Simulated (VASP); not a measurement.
# ZnSe (Stilleite) (F-43m) in VASP: notebook

One crystal, ZnSe (Stilleite), is run at these levels: PBE-EpsX, PBE; tasks: band structure, relaxation of cell and atoms, G0W0 quasiparticle levels.

Program: VASP 6.6.1. These are calculated values, not measurements. Logs are shortened: lines on timing, memory, paths and dates and some standing lists are left out, and cuts for length are marked.

## 1. The structure

It takes space group F-43m (No. 216, cubic). Conventional cell: a = 5.668 Å, b = 5.668 Å, c = 5.668 Å, α = 90.00°, β = 90.00°, γ = 90.00°. Se (site symmetry -43m) has 4 Zn at 2.45 Å as nearest neighbours. Zn (site symmetry -43m) has 4 Se at 2.45 Å as nearest neighbours.

## 2. Band structure, PBE-EpsX

File POSCAR:

```
ZnSe
1.0
    0.0000000000      2.8338000000      2.8338000000
    2.8338000000      0.0000000000      2.8338000000
    2.8338000000      2.8338000000      0.0000000000
Se Zn
1 1
Direct
    0.7500000000      0.7500000000      0.7500000000
    0.0000000000      0.0000000000      0.0000000000
```

File INCAR.step1:

```
PREC = Accurate ; ENCUT = 520
EDIFF = 1E-8 ; ISMEAR = -1
SIGMA = 0.05 ; LREAL = False
LASPH = True ; NELM = 100
ALGO = Normal ; ISIF = 2
LWAVE = False ; LCHARG = False
GGA = PE ; LEPSILON = True
```

File KPOINTS.step1:

```
Automatic mesh
0
G
  8 8 8
  0 0 0
```

File INCAR.step2:

```
PREC = Accurate ; ENCUT = 520
EDIFF = 1E-5 ; ISMEAR = -1
SIGMA = 0.05 ; LREAL = False
LASPH = True ; NELM = 100
ALGO = Normal ; ISIF = 2
LWAVE = True ; LCHARG = False
GGA = PE
```

File KPOINTS.step2:

```
Automatic mesh
0
Gamma
  4 4 4
```

File INCAR.step3:

```
PREC = Accurate ; ENCUT = 520
EDIFF = 1E-6 ; ISMEAR = -1
SIGMA = 0.05 ; LREAL = False
LASPH = True ; NELM = 100
ALGO = Normal ; ISIF = 2
LWAVE = False ; LCHARG = False
GGA = PE ; LHFCALC = True
AEXX = 0.1286 ; PRECFOCK = Fast
ISTART = 1 ; HFRCUT = -1
```

File KPOINTS.step3:

```
Automatic mesh
0
Gamma
  4 4 4
```

File KPOINTS_OPT:

```
path GXWKGLUWLK,UX
10
line-mode
reciprocal
 0.0000000000  0.0000000000  0.0000000000  G
 0.5000000000  0.0000000000  0.5000000000  X

 0.5000000000  0.0000000000  0.5000000000  X
 0.5000000000  0.2500000000  0.7500000000  W

 0.5000000000  0.2500000000  0.7500000000  W
 0.3750000000  0.3750000000  0.7500000000  K

 0.3750000000  0.3750000000  0.7500000000  K
 0.0000000000  0.0000000000  0.0000000000  G

 0.0000000000  0.0000000000  0.0000000000  G
 0.5000000000  0.5000000000  0.5000000000  L

 0.5000000000  0.5000000000  0.5000000000  L
 0.6250000000  0.2500000000  0.6250000000  U

 0.6250000000  0.2500000000  0.6250000000  U
 0.5000000000  0.2500000000  0.7500000000  W

 0.5000000000  0.2500000000  0.7500000000  W
 0.5000000000  0.5000000000  0.5000000000  L

 0.5000000000  0.5000000000  0.5000000000  L
 0.3750000000  0.3750000000  0.7500000000  K

 0.6250000000  0.2500000000  0.6250000000  U
 0.5000000000  0.0000000000  0.5000000000  X
```

Potentials or basis: VASP PAW PBE potentials, release 64 (Se, Zn).

The run is started by

```sh
$ cat potpaw_PBE.64/Se/POTCAR potpaw_PBE.64/Zn/POTCAR > POTCAR
$ cp INCAR.step1 INCAR
$ cp KPOINTS.step1 KPOINTS
$ mpirun -np 1 vasp_std > vasp.out
$ cp INCAR.step2 INCAR
$ cp KPOINTS.step2 KPOINTS
$ mpirun -np 1 vasp_std > vasp.out
$ cp INCAR.step3 INCAR
$ cp KPOINTS.step3 KPOINTS
$ mpirun -np 1 vasp_std > vasp.out
```

OUTCAR:

```text
PREC = Accurate
   ENCUT = 520
   EDIFF = 1E-6
   ISMEAR = -1
   LREAL = False
   LASPH = True
   NELM = 100
   ISIF = 2
   GGA = PE
   LHFCALC = True
   AEXX = 0.1286
   PRECFOCK = Fast
   ISTART = 1

 ion  position               nearest neighbor table
   1  0.750  0.750  0.750-   2 2.45   2 2.45   2 2.45   2 2.45
   2  0.000  0.000  0.000-   1 2.45   1 2.45   1 2.45   1 2.45

  LATTYP: Found a face centered cubic cell.
 ALAT       =     5.6676000000

  Lattice vectors:

 A1 = (   0.0000000000,   2.8338000000,   2.8338000000)
 A2 = (   2.8338000000,   0.0000000000,   2.8338000000)
 A3 = (   2.8338000000,   2.8338000000,   0.0000000000)

Analysis of symmetry for initial positions (statically):
=====================================================================
 Subroutine PRICEL returns:
 Original cell was already a primitive cell.

 Routine SETGRP: Setting up the symmetry group for a
 face centered cubic supercell.

 Subroutine GETGRP returns: Found 24 space group operations
 (whereof 24 operations were pure point group operations)
 out of a pool of 48 trial point group operations.

The static configuration has the point symmetry T_d .

Analysis of symmetry for dynamics (positions and initial velocities):
=====================================================================
 Subroutine PRICEL returns:
 Original cell was already a primitive cell.

 Routine SETGRP: Setting up the symmetry group for a
 face centered cubic supercell.

 Subroutine GETGRP returns: Found 24 space group operations
 (whereof 24 operations were pure point group operations)
 out of a pool of 48 trial point group operations.

The dynamic configuration has the point symmetry T_d .

 Subroutine INISYM returns: Found 24 space group operations
 (whereof 24 operations are pure point group operations),
 and found     1 'primitive' translations

----------------------------------------------------------------------------------------

                                     Primitive cell

  volume of cell :      45.5132

  direct lattice vectors                    reciprocal lattice vectors
     0.000000000  2.833800000  2.833800000    -0.176441527  0.176441527  0.176441527
     2.833800000  0.000000000  2.833800000     0.176441527 -0.176441527  0.176441527
     2.833800000  2.833800000  0.000000000     0.176441527  0.176441527 -0.176441527

  length of vectors
     4.007598393  4.007598393  4.007598393     0.305605690  0.305605690  0.305605690

  position of ions in fractional coordinates (direct lattice)
     0.750000000  0.750000000  0.750000000
     0.000000000  0.000000000  0.000000000

  ion indices of the primitive-cell ions
   primitive index   ion index
                 1           1
                 2           2

----------------------------------------------------------------------------------------

 KPOINTS: Automatic mesh

Automatic generation of k-mesh.
 Grid dimensions read from file:
 generate k-points for:    4    4    4

 Generating k-lattice:

  Cartesian coordinates                     Fractional coordinates (reciprocal lattice)
    -0.044110382  0.044110382  0.044110382     0.250000000  0.000000000  0.000000000
     0.044110382 -0.044110382  0.044110382     0.000000000  0.250000000  0.000000000
     0.044110382  0.044110382 -0.044110382     0.000000000  0.000000000  0.250000000

  Length of vectors
     0.076401422  0.076401422  0.076401422

  Shift w.r.t. Gamma in fractional coordinates (k-lattice)
     0.000000000  0.000000000  0.000000000

 Subroutine IBZKPT returns following result:
 ===========================================

 Found      8 irreducible k-points:

 Following reciprocal coordinates:
            Coordinates               Weight
  0.000000  0.000000  0.000000      1.000000
  0.250000  0.000000  0.000000      8.000000
  0.500000  0.000000  0.000000      4.000000
  0.250000  0.250000  0.000000      6.000000
  0.500000  0.250000  0.000000     24.000000
 -0.250000  0.250000  0.000000     12.000000
  0.500000  0.500000  0.000000      3.000000
 -0.250000  0.500000  0.250000      6.000000
   k-points           NKPTS =      8   k-points in BZ     NKDIM =     64   number of bands    NBANDS=     13
   number of dos      NEDOS =    301   number of ions     NIONS =      2
   total plane-waves  NPLWV =  27000
   dimension x,y,z NGX =    30 NGY =   30 NGZ =   30
   dimension x,y,z NGXF=    60 NGYF=   60 NGZF=   60
   ions per type =               1   1
   NGX,Y,Z   is equivalent  to a cutoff of  12.44, 12.44, 12.44 a.u.
   NGXF,Y,Z  is equivalent  to a cutoff of  24.89, 24.89, 24.89 a.u.
 SYSTEM =  unknown system
   PREC   = accura    normal or accurate (medium, high low for compatibility)
   ISTART =      1    job   : 0-new  1-cont  2-samecut
   ICHARG =      0    charge: 1-file 2-atom 10-const
   ISPIN  =      1    spin polarized calculation?
   LNONCOLLINEAR =      F non collinear calculations
   LSORBIT =      F    spin-orbit coupling
   LASPH  =      T    aspherical Exc in radial PAW
   ENCUT  =  520.0 eV  38.22 Ry    6.18 a.u.   7.45  7.45  7.45*2*pi/ulx,y,z
   NELM   =    100;   NELMIN=  2; NELMDL=  0     # of ELM steps
   EDIFF  = 0.1E-05   stopping-criterion for ELM
   LREAL  =      F    real-space projection
   EDIFFG = 0.1E-04   stopping-criterion for IOM
   NSW    =      0    number of steps for IOM
   IBRION =     -1    ionic relax: 0-MD 1-quasi-New 2-CG
   NFREE  =      0    steps in history (QN), initial steepest desc. (CG)
   ISIF   =      2    stress and relaxation
   ISYM   =      3    0-nonsym 1-usesym 2-fastsym
   POTIM  = 0.5000    time-step for ionic-motion
   TEBEG  =    0.0;   TEEND  =   0.0 temperature during run
   PSTRESS=    0.0 pullay stress
   NELECT =      18.0000    total number of electrons
   NUPDOWN=      -1.0000    fix difference up-down
   EMIN   =  10.00;   EMAX   =-10.00  energy-range for DOS
   EFERMI =   0.00;   METHOD = LEGACY
   ISMEAR =    -1;   SIGMA  =   0.05  broadening in eV -4-tet -1-fermi 0-gaus
   EFERMI_NEDOS =   21; number of points for ismear=-14 and -15
   IALGO  =     38    algorithm
   IMIX   =      1    mixing-type and parameters
     AMIX     =   0.40;   BMIX     =  1.00
     AMIX_MAG =   1.60;   BMIX_MAG =  1.00
  volume/ion in A,a.u.               =      22.76       153.57
  Fermi-wavevector in a.u.,A,eV,Ry     =   1.201673  2.270834 19.647073  1.444019
  Thomas-Fermi vector in A             =   2.337476
   LORBIT       =      0    0 simple, 1 ext, 2 COOP (PROOUT), +10 PAW based schemes
   GGA     = PE    functional components
   LHFCALC =     T    Hartree Fock is set to
   PRECFOCK=fast      Normal, Fast or Accurate (Low or Medium for compatibility)
   ENCUT4O =  -1.0   cutoff for four orbital integrals eV
   NKREDX  =     1    reduce k-point grid by
   NKREDY  =     1    reduce k-point grid by
   NKREDZ  =     1    reduce k-point grid by
   AEXX    =    0.1286 exact exchange contribution
   HFSCREEN=    0.0000 screening length (either q_TF or 0.3 A-1)
   HFSCREENC=   0.0000 screening length for correlation (either q_TF or 0.3 A-1)
   ENCUTFOCK=  -1.0 apply spherical cutoff to Coloumb kernel
   IVDW    =     0    specifies the selected vdW correction
   LEPSILON=     F    determine dielectric tensor
   LRPA    =     F    only Hartree local field effects (RPA)
 non-spin polarized calculation
  energy-cutoff  :      520.00
  volume of cell :       45.51
 maximum number of plane-waves:      1243
 NGX is ok and might be reduce to    30
  NGX = 18; NGY = 18; NGZ = 18

 number of electron      18.0000012 magnetization

 Free energy of the ion-electron system (eV)
  ---------------------------------------------------
  ext. energy  EPLUGINS =         0.00000000
  ---------------------------------------------------
  free energy    TOTEN  =        -6.93747874 eV

  energy without entropy =       -6.93747874  energy(sigma->0) =       -6.93747874

 E-fermi :   2.2274     XC(G=0):  -8.2995

 val. band max:        1.1166647537   @ k =   0.0000   0.0000   0.0000
 cond. band min:       3.3224598167   @ k =   0.0000   0.0000   0.0000
 fundamental gap:      2.2057950630
 Fermi energy:         2.2273879533

 k-point     1 :       0.0000    0.0000    0.0000
  band No.  band energies     occupation
      1     -12.7584      2.00000
      2      -6.3104      2.00000
      3      -6.3103      2.00000
      4      -6.3103      2.00000
      5      -5.9651      2.00000
      6      -5.9651      2.00000
      7       1.1167      2.00000
      8       1.1167      2.00000
      9       1.1167      2.00000
     10       3.3225      0.00000
     11       7.8612      0.00000
     12       7.8612      0.00000
     13       7.8612      0.00000

 k-point     2 :       0.2500    0.0000    0.0000
  band No.  band energies     occupation
      1     -12.3655      2.00000
      2      -6.2623      2.00000
      3      -6.2623      2.00000
      4      -6.2193      2.00000
      5      -5.9655      2.00000
      6      -5.9655      2.00000
      7      -2.0557      2.00000
      8       0.6233      2.00000
      9       0.6233      2.00000
     10       4.7922      0.00000
     11       8.5091      0.00000
     12       8.5091      0.00000
     13       8.6502      0.00000

 k-point     3 :       0.5000    0.0000    0.0000
  band No.  band energies     occupation
      1     -11.9235      2.00000
      2      -6.2269      2.00000
      3      -6.2269      2.00000
      4      -5.9492      2.00000
      5      -5.9492      2.00000
      6      -5.7940      2.00000
      7      -4.3174      2.00000
      8       0.2144      2.00000
      9       0.2144      2.00000
     10       4.5733      0.00000
     11       8.4301      0.00000
     12       8.4301      0.00000
     13      10.6612      0.00000
[... 49 lines left out ...]
 k-point     7 :       0.5000    0.5000    0.0000
  band No.  band energies     occupation
      1     -11.6416      2.00000
      2      -6.2229      2.00000
      3      -6.0753      2.00000
      4      -6.0753      2.00000
      5      -5.9203      2.00000
      6      -5.7614      2.00000
      7      -3.8928      2.00000
      8      -1.1553      2.00000
      9      -1.1553      2.00000
     10       4.8899      0.00000
     11       5.4619      0.00000
     12      12.9768      0.00000
     13      13.5478      0.00000

 k-point     8 :      -0.2500    0.5000    0.2500
  band No.  band energies     occupation
      1     -11.6293      2.00000
      2      -6.1812      2.00000
      3      -6.1235      2.00000
      4      -5.9981      2.00000
      5      -5.9826      2.00000
      6      -5.6451      2.00000
      7      -3.7373      2.00000
      8      -1.7938      2.00000
      9      -1.6234      2.00000
     10       7.4461      0.00000
     11       7.7188      0.00000
     12       9.0780      0.00000
     13       9.7287      0.00000

------------------------ aborting loop because EDIFF is reached ----------------------------------------

  FORCE on cell =-STRESS in cart. coord.  units (eV):
  Direction    XX          YY          ZZ          XY          YZ          ZX
  --------------------------------------------------------------------------------------
  -------------------------------------------------------------------------------------
  Total        0.5285547      0.5285547      0.5285547      0.0000000      0.0000000      0.0000000
  in kB       18.6064259     18.6064259     18.6064259      0.0000000      0.0000000      0.0000000
  external PRESSURE =      18.6064259 kB  Pullay stress =       0.0000000 kB

 VOLUME and BASIS-vectors are now :
 -----------------------------------------------------------------------------
  energy-cutoff  :      520.00
  volume of cell :       45.51
      direct lattice vectors                 reciprocal lattice vectors
     0.000000000  2.833800000  2.833800000    -0.176441527  0.176441527  0.176441527
     2.833800000  0.000000000  2.833800000     0.176441527 -0.176441527  0.176441527
     2.833800000  2.833800000  0.000000000     0.176441527  0.176441527 -0.176441527

 POSITION                                       TOTAL-FORCE (eV/Angst)
 -----------------------------------------------------------------------------------
      4.25070      4.25070      4.25070         0.000000      0.000000      0.000000
      0.00000      0.00000      0.00000        -0.000000     -0.000000     -0.000000
 -----------------------------------------------------------------------------------
    total drift:                               -0.000113     -0.000076     -0.000059

  FREE ENERGIE OF THE ION-ELECTRON SYSTEM (eV)
  ---------------------------------------------------
  free  energy   TOTEN  =        -6.9374787389 eV

  energy  without entropy=       -6.9374787389  energy(sigma->0) =       -6.93747874
```

It took 14 min on 1 thread of Intel Xeon 6975P-C (Granite Rapids), shared host; peak memory 0.3 GiB.

Results:

```
Free energy             : -6.9375 eV
Pressure                : 1.9 GPa
Band gap on the k mesh  : 2.21 eV, direct
Band gap along the path : 2.21 eV, direct
```

Levels at the corners of the path, in eV from the valence-band top:
```tsv
point	band 7	band 8	band 9	band 10	band 11	band 12
Γ	0.00	0.00	0.00	2.21	6.74	6.74
X	-5.01	-2.27	-2.27	3.77	4.35	11.86
X	-5.01	-2.27	-2.27	3.77	4.35	11.86
W	-4.85	-2.91	-2.74	6.33	6.60	7.96
W	-4.85	-2.91	-2.74	6.33	6.60	7.96
K	-4.90	-3.23	-1.87	4.44	6.56	10.05
K	-4.90	-3.23	-1.87	4.44	6.56	10.05
Γ	0.00	0.00	0.00	2.21	6.74	6.74
Γ	0.00	0.00	0.00	2.21	6.74	6.74
L	-5.43	-0.90	-0.90	3.46	7.31	7.31
L	-5.43	-0.90	-0.90	3.46	7.31	7.31
U	-4.90	-3.23	-1.87	4.44	6.56	10.06
U	-4.90	-3.23	-1.87	4.44	6.56	10.05
W	-4.85	-2.91	-2.74	6.33	6.60	7.96
W	-4.85	-2.91	-2.74	6.33	6.60	7.96
L	-5.43	-0.90	-0.90	3.46	7.31	7.31
L	-5.43	-0.90	-0.90	3.46	7.31	7.31
K	-4.90	-3.23	-1.87	4.44	6.56	10.05
U	-4.90	-3.23	-1.87	4.44	6.56	10.05
X	-5.01	-2.27	-2.27	3.77	4.35	11.86
```

Caveat: the k mesh is coarse (spacing up to 0.48 Å⁻¹), so the values aren't converged, least of all with exact exchange; the PAW data sets were made with another functional, which shifts forces and pressure a little.

(Continued in part 2 of 2.)
